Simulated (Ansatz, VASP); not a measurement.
# Ge in VASP and in Ansatz

```
Ge
1.0
    -2.54485    2.70285    1.46513
     2.54485   -2.70285    1.46513
     2.54485    2.70285   -1.46513
Ge
2
Direct
  0.31406 0.06406 0.25000
  0.68594 0.93594 0.75000
```

Change from the starting cell: volume scaled by 1.06.

Alike in both runs: task single point; functional PBEsol; k mesh 11 × 11 × 11; occupations fermi-dirac, width 0.05 eV; no spin polarisation.

|  | VASP | Ansatz |
| --- | --- | --- |
| version | VASP 6.6.1 | Ansatz 0.2.0 |
| potentials or method | VASP PAW PBE potentials, release 64 (Ge_d), cutoff 520 eV | all-electron LAPW, scalar-relativistic |

VASP gave:

- gap on the k mesh at the Fermi level (eV): none
- pressure (GPa): -6.0
- largest component of the traceless stress (GPa): 0.93
- rms of the force components (eV/Å): 0.035

Question: Estimate Ansatz's values.

Answer: gap on the k mesh at the Fermi level (eV): none; pressure (GPa): -5.8; largest component of the traceless stress (GPa): 0.93; rms of the force components (eV/Å): 0.035.

Atom by atom the forces differ by 0.000 eV/Å (rms over components). A gap of «none» marks a metal or a gap that the smearing closes. Ansatz ran all-electron here, so the differences hold the error of VASP's frozen core and of both bases.

Caveats: the PAW data sets were made with another functional, which shifts forces and pressure a little (VASP).
